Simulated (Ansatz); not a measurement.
An Ansatz input:

```yaml
crystal:
  lattice:
    - [-4.2410343749, 4.2498453674, 1.8258657047]
    - [4.2498453674, -4.2410343749, 1.8258657047]
    - [2.3702895946, 2.3702895946, -1.8097283557]
  atoms:
    - { symbol: La, position: [0.9995412579, 0.0004587421, 1.0] }
    - { symbol: La, position: [0.7504587421, 0.2495412579, 0.5] }
hamiltonian:
  xc: r2scan
  pseudopotentials:
    kind: paw
    azcp:
      La: "pseudopotentials/La.paw.azcp"
basis:
  ecutwfc: 500
  fft_grid_basis: typed
kpoints:
  mp_grid: { grid: [17, 17, 15], shift: [0, 0, 0] }
magnetization:
  spin_polarized: false
scf:
  occupations: { method: fermi_dirac, width: 0.1 }
```

Output

```
Engine: ansatz 0.2.0, x86_64-unknown-linux-gnu
Pseudopotentials: kind: paw
Pseudopotential: La, paw, valence charge 11, recommended cutoff 500 eV (meta_gga) 
Functional definition: r2SCAN
  parameter k0 = 0.174
  parameter k1 = 0.065
  parameter a1 = 4.9479
  exchange = r2scan_x(k0 = k0, k1 = k1, a1 = a1)
  correlation = r2scan_c
Crystal: 2 atoms, lattice volume = 73.630 Å³
Basis set: ecut = 500 eV, 1855 PW (Γ), exchange–correlation on 192×192×120 points (64 copies of the dense FFT grid, shifted against one another)
Bands: 15, of which v1, the nominal top of the filled ones, is band 11 counted from 1 (10 counted from 0)
Symmetry: 4 space group operations
Space group: C2/c (ITA 15), of the structure as read, at distance tolerance 4.2e-5 Å
k-points: 1152 of 4335
Non-local potential: La, projectors of the file, l = 0: 3, l = 1: 2, l = 2: 2, l = 3: 3
PAW form: soft (Blöchl's): semilocal exchange-correlation on the pseudo side does not see the compensation charge
PAW frozen core: La, regenerated for the run's functional (the file was generated under x = pbe(κ = 0.804, μ = 0.2195149727645171), c = pbe(β = 0.06672455060314922))
PAW one-centre angular grid: La, 974 points (default); XC on 160 Gauss nodes
Initial density: superposition of atomic densities (neutral atoms: chi_scale 0, normalization atom), corrected by the library's trained network
Initial wavefunctions: pseudopotential atomic-orbital guess
Functional: x = r2scan, c = r2scan; τ floored in thin density (d = 2e-4 eV/Å³)
SCF iter   1: F=—  HF=-12529.211333 eV  |F-HF|=—  |Δ(HF+E_count)|=         —  Δρ=9.04e-3  dr2=6.01e-2  dr2_τ=5.52e-3  ethr=1.77e-3  ⟨swp⟩=6.1  Hψ=98237  notcnv=0
SCF iter   2: F=—  HF=-12529.320959 eV  |F-HF|=—  |Δ(HF+E_count)|=   1.10e-1  Δρ=4.64e-3  dr2=1.59e-2  dr2_τ=7.41e-4  ethr=2.73e-4  ⟨swp⟩=3.0  Hψ=46117  notcnv=0
SCF iter   3: F=—  HF=-12529.317403 eV  |F-HF|=—  |Δ(HF+E_count)|=   3.56e-3  Δρ=7.39e-4  dr2=4.93e-4  dr2_τ=2.84e-5  ethr=7.22e-5  ⟨swp⟩=3.8  Hψ=35718  notcnv=0  defer=2
SCF iter   4: F=—  HF=-12529.317942 eV  |F-HF|=—  |Δ(HF+E_count)|=   5.39e-4  Δρ=3.34e-4  dr2=1.10e-4  dr2_τ=7.23e-7  ethr=2.24e-6  ⟨swp⟩=2.3  Hψ=32039  notcnv=0
SCF iter   5: F=—  HF=-12529.317970 eV  |F-HF|=—  |Δ(HF+E_count)|=   2.82e-5  Δρ=1.38e-4  dr2=1.82e-5  dr2_τ=1.22e-7  ethr=5.01e-7  ⟨swp⟩=2.6  Hψ=27381  notcnv=0
SCF iter   6: F=—  HF=-12529.317978 eV  |F-HF|=—  |Δ(HF+E_count)|=   8.14e-6  Δρ=4.45e-5  dr2=1.86e-6  dr2_τ=1.30e-8  ethr=8.28e-8  ⟨swp⟩=2.6  Hψ=30722  notcnv=0
SCF iter   7: F=-12529.317979 eV  HF=-12529.317979 eV  |F-HF|=3.59e-8  |Δ(HF+E_count)|=   8.52e-7  Δρ=8.74e-6  dr2=7.28e-8  dr2_τ=6.64e-10  ethr=4.55e-10  ⟨swp⟩=1.8  Hψ=53656  notcnv=0
SCF 1 converged in 7 iterations: F = -12529.317979 eV  dr2 = 7.28e-8
SCF converged after 7 iterations
Free energy (F): -12529.317979 eV
Harris-Foulkes:  -12529.317979 eV  (|F-HF|=3.59e-8)
Internal energy: -12529.204763 eV  (E = F + TS)
E sigma→0 (E₀):  -12529.261371 eV
Entropy (-TS):   -0.113216 eV (-56.608 meV/atom)
Fermi energy:    11.213210 eV
--- Per-component energies (eV) ---
  E_band       = -100.401095
  E_kinetic    = 385.966728
  E_local      = -660.993346  (includes V_loc(G=0)·N_el)
  E_nonlocal   = 185.694994
  E_hartree    = 208.278681
  E_xc         = -263.967125
  E_vxc        = -320.868577  (∫ρ·V_xc dr)
  E_paw        = -10873.637572  (= ΣΔE_a)
  E_vpaw       = -123.475357  (= ΣTr[D̂ρ^β])
  E_aug_tail   = 0.000000  (compensation charges beyond the density's cutoff)
  E_vtau       = 16.718657  (kinetic-family band-sum trace: ∫τ·v_τ [+ j·A + Jᵃ·Aᵃ] dr)
  E_ewald      = -1510.684147
  E_core_change = 0.137025  (= ΣΔE_core)
  E_smearing   = -0.113216  (= −TS)
  E_closure    = -0.000000  (closes the sum)
  Σ components = -12529.317979   (vs F -12529.317979, Δ=0.00e0)
```

Launched by

```sh
ansatz run input.yaml --threads 1 --pin off --max-ram 3584MiB --backend cpu --events-out ev --progress --plain --runs-dir out
```

On 1 thread of Intel(R) Xeon(R) Platinum 8259CL CPU @ 2.50GHz (Skylake/Cascade Lake) (shared host) this took about 220 s of wall time and 220 s of CPU time.
